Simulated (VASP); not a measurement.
# Si (P6/mmm) in VASP: settings compared, part 2 of 2

VASP 6.6.1. The steps go on from the part before.

### Step 4. Single point, PBE (supercell [4, 4, 4], atoms moved at random, drawn with an rms of 0.05 Å)

The input, INCAR:

```
SYSTEM = Si
ALGO = Fast
EDIFF = 1E-5
ENCUT = 450
GGA = PE
ISIF = 2
ISMEAR = 0
LASPH = .True.
LCHARG = .False.
LREAL = Auto
LUSENCCL = .False.
LWAVE = .False.
NBANDS = 166
NELM = 100
NSIM = 16
PREC = Accurate
SIGMA = 0.05
```

The input, KPOINTS:

```
k-points
0
Gamma
  1 1 1
  0 0 0
```

The input, POSCAR:

```
Si
1.0
   10.4821712596      0.0000000000      0.0000000000
   -5.2410856300      9.0778265976      0.0000000000
    0.0000000000      0.0000000000      9.8654175600
Si
64
Direct
    0.0023470000      0.0027150000      0.0010050000
   -0.0022340000      0.0029920000      0.2513570000
   -0.0005770000      0.0019200000      0.5011090000
    0.0008890000      0.0000940000      0.7516630000
   -0.0023770000      0.2494620000     -0.0014660000
    0.0017800000      0.2501310000      0.2491110000
   -0.0026630000      0.2491500000      0.5000250000
    0.0013500000      0.2542770000      0.7530610000
   -0.0108810000      0.4937570000     -0.0005310000
   -0.0008550000      0.5007060000      0.2506610000
    0.0042240000      0.4963250000      0.4988520000
    0.0069150000      0.5021370000      0.7520160000
   -0.0041940000      0.7445540000      0.0005090000
   -0.0017160000      0.7459440000      0.2479220000
   -0.0017670000      0.7468780000      0.4997010000
    0.0003320000      0.7501180000      0.7484600000
    0.2531720000      0.0029450000      0.0009760000
    0.2488670000      0.0024180000      0.2484750000
    0.2507450000     -0.0035420000      0.5027810000
    0.2478790000     -0.0041270000      0.7490450000
    0.2506060000      0.2509020000     -0.0029870000
    0.2471600000      0.2506600000      0.2485810000
    0.2519290000      0.2525100000      0.4949860000
    0.2527520000      0.2540470000      0.7490950000
    0.2489220000      0.5024860000      0.0007710000
    0.2519940000      0.4988590000      0.2454940000
    0.2489480000      0.4985270000      0.5023580000
    0.2478590000      0.4946100000      0.7463660000
    0.2536530000      0.7522460000     -0.0019470000
    0.2507330000      0.7514730000      0.2514240000
    0.2529320000      0.7508480000      0.4997120000
    0.2510040000      0.7534890000      0.7431550000
    0.4996580000      0.0001090000     -0.0043340000
    0.4998760000     -0.0021520000      0.2526230000
    0.5007460000      0.0022110000      0.5037060000
    0.4996490000     -0.0028940000      0.7453950000
    0.5048340000      0.2496320000     -0.0020940000
    0.5000970000      0.2493670000      0.2525910000
    0.5001200000      0.2500450000      0.4978270000
    0.4996360000      0.2465830000      0.7520250000
    0.5018420000      0.4949610000     -0.0075000000
    0.5059760000      0.5084200000      0.2469560000
    0.4973940000      0.5019460000      0.4974430000
    0.4979770000      0.4988500000      0.7516180000
    0.4992990000      0.7509180000     -0.0005370000
    0.4970540000      0.7489430000      0.2471100000
    0.4981620000      0.7462860000      0.4966770000
    0.5040820000      0.7498240000      0.7498360000
    0.7507690000     -0.0013910000     -0.0006950000
    0.7516830000      0.0009330000      0.2464750000
    0.7514090000     -0.0019510000      0.4967890000
    0.7467780000     -0.0012910000      0.7549480000
    0.7469000000      0.2505290000     -0.0065010000
    0.7514820000      0.2529730000      0.2492800000
    0.7485810000      0.2507650000      0.5021290000
    0.7551590000      0.2565190000      0.7506360000
    0.7480960000      0.4995840000     -0.0002200000
    0.7502620000      0.4999010000      0.2505290000
    0.7465890000      0.5027420000      0.4982520000
    0.7476960000      0.5021080000      0.7540060000
    0.7516770000      0.7505330000     -0.0028350000
    0.7596730000      0.7529090000      0.2465350000
    0.7479120000      0.7502870000      0.4952720000
    0.7497240000      0.7484830000      0.7537290000
```

On the command line:

```sh
$ cat potpaw_PBE.64/Si/POTCAR > POTCAR
$ mpirun -np 1 vasp_gam > vasp.out
```

Run time: 31 s. Hardware: 1 × NVIDIA H100 80GB with 1 thread of AMD EPYC 7R13 (Zen 3), shared host; peak memory 3.1 GiB.

These settings aren't checked as converged: the numbers below hold their error.

Results:

* Free energy: -312.5751 eV
* Pressure: 5.8 GPa
* Largest force: 0.638 eV/Å
* Band gap on the k mesh: 0.02 eV

Caveat: the k mesh is coarse (spacing up to 0.69 Å⁻¹), so the values aren't converged; an odd mesh through Γ misses points on the zone boundary, where band edges often lie.

### Step 5. Single point, PBE0 (supercell [4, 4, 3], atoms moved at random, drawn with an rms of 0.05 Å)

The input, POSCAR:

```
Si
1.0
   10.4821712596      0.0000000000      0.0000000000
   -5.2410856300      9.0778265976      0.0000000000
    0.0000000000      0.0000000000      7.3990631700
Si
48
Direct
    0.0023470000      0.0027150000      0.0013400000
   -0.0022340000      0.0029920000      0.3351430000
   -0.0005770000      0.0019200000      0.6681450000
    0.0008890000      0.2500940000      0.0022170000
   -0.0023770000      0.2494620000      0.3313790000
    0.0017800000      0.2501310000      0.6654810000
   -0.0026630000      0.4991500000      0.0000330000
    0.0013500000      0.5042770000      0.3374150000
   -0.0108810000      0.4937570000      0.6659580000
   -0.0008550000      0.7507060000      0.0008810000
    0.0042240000      0.7463250000      0.3318020000
    0.0069150000      0.7521370000      0.6693550000
    0.2458060000     -0.0054460000      0.0006790000
    0.2482840000     -0.0040560000      0.3305630000
    0.2482330000     -0.0031220000      0.6662680000
    0.2503320000      0.2501180000     -0.0020530000
    0.2531720000      0.2529450000      0.3346340000
    0.2488670000      0.2524180000      0.6646340000
    0.2507450000      0.4964580000      0.0037080000
    0.2478790000      0.4958730000      0.3320610000
    0.2506060000      0.5009020000      0.6626840000
    0.2471600000      0.7506600000     -0.0018920000
    0.2519290000      0.7525100000      0.3266480000
    0.2527520000      0.7540470000      0.6654600000
    0.4989220000      0.0024860000      0.0010280000
    0.5019940000     -0.0011410000      0.3273250000
    0.4989480000     -0.0014730000      0.6698100000
    0.4978590000      0.2446100000     -0.0048460000
    0.5036530000      0.2522460000      0.3307370000
    0.5007330000      0.2514730000      0.6685660000
    0.5029320000      0.5008480000     -0.0003840000
    0.5010040000      0.5034890000      0.3242070000
    0.4996580000      0.5001090000      0.6608870000
    0.4998760000      0.7478480000      0.0034970000
    0.5007460000      0.7522110000      0.3382750000
    0.4996490000      0.7471060000      0.6605270000
    0.7548340000     -0.0003680000     -0.0027920000
    0.7500970000     -0.0006330000      0.3367880000
    0.7501200000      0.0000450000      0.6637690000
    0.7496360000      0.2465830000      0.0027000000
    0.7518420000      0.2449610000      0.3233340000
    0.7559760000      0.2584200000      0.6626080000
    0.7473940000      0.5019460000     -0.0034090000
    0.7479770000      0.4988500000      0.3354900000
    0.7492990000      0.5009180000      0.6659510000
    0.7470540000      0.7489430000     -0.0038530000
    0.7481620000      0.7462860000      0.3289020000
    0.7540820000      0.7498240000      0.6664480000
```

The input, INCAR.step1:

```
PREC = Accurate
ENCUT = 450
EDIFF = 1E-5
ISMEAR = 0
SIGMA = 0.05
LREAL = Auto
LASPH = True
NELM = 60
ALGO = Normal
ISIF = 2
LWAVE = True
LCHARG = False
NBANDS = 126
NSIM = 8
GGA = PE
LUSENCCL = False
```

The input, INCAR.step2:

```
PREC = Accurate
ENCUT = 450
EDIFF = 1E-5
ISMEAR = 0
SIGMA = 0.05
LREAL = Auto
LASPH = True
NELM = 60
ALGO = Normal
ISIF = 2
LWAVE = False
LCHARG = False
GGA = PE
LHFCALC = True
AEXX = 0.25
PRECFOCK = Fast
HFRCUT = -1
NBANDS = 126
NSIM = 8
ISTART = 1
LUSENCCL = False
```

The input, KPOINTS:

```
regular mesh
0
Gamma
  1 1 1
```

On the command line:

```sh
$ cat potpaw_PBE.64/Si/POTCAR > POTCAR
$ cp INCAR.step1 INCAR
$ mpirun -np 1 vasp_gam > vasp.out
$ cp INCAR.step2 INCAR
$ mpirun -np 1 vasp_gam > vasp.out
```

Wall time 48 s (1 × NVIDIA H100 80GB with 1 thread of AMD EPYC 7R13 (Zen 3), shared host); peak memory 1.9 GiB.

These settings aren't checked as converged: the numbers below hold their error.

Results:

| Property | Result |
| --- | --- |
| Free energy | -297.3754 eV |
| Pressure | -1.5 GPa |
| Largest force | 0.835 eV/Å |
| Band gap on the k mesh | 1.00 eV |

Caveat: the k mesh is coarse (spacing up to 0.85 Å⁻¹), so the values aren't converged, least of all with exact exchange; the PAW data sets were made with another functional, which shifts forces and pressure a little; an odd mesh through Γ misses points on the zone boundary, where band edges often lie.

### Step 6. For comparison

An earlier run on the cell as given: functional PBEsol; potentials or basis VASP PAW PBE potentials, release 64 (Si); cutoff 520 eV; k mesh 12 × 12 × 11; occupations fermi-dirac, width 0.05 eV; no spin polarisation.

- Pressure: 0.7 GPa
- Band gap on the k mesh: none (metal or under the smearing width)
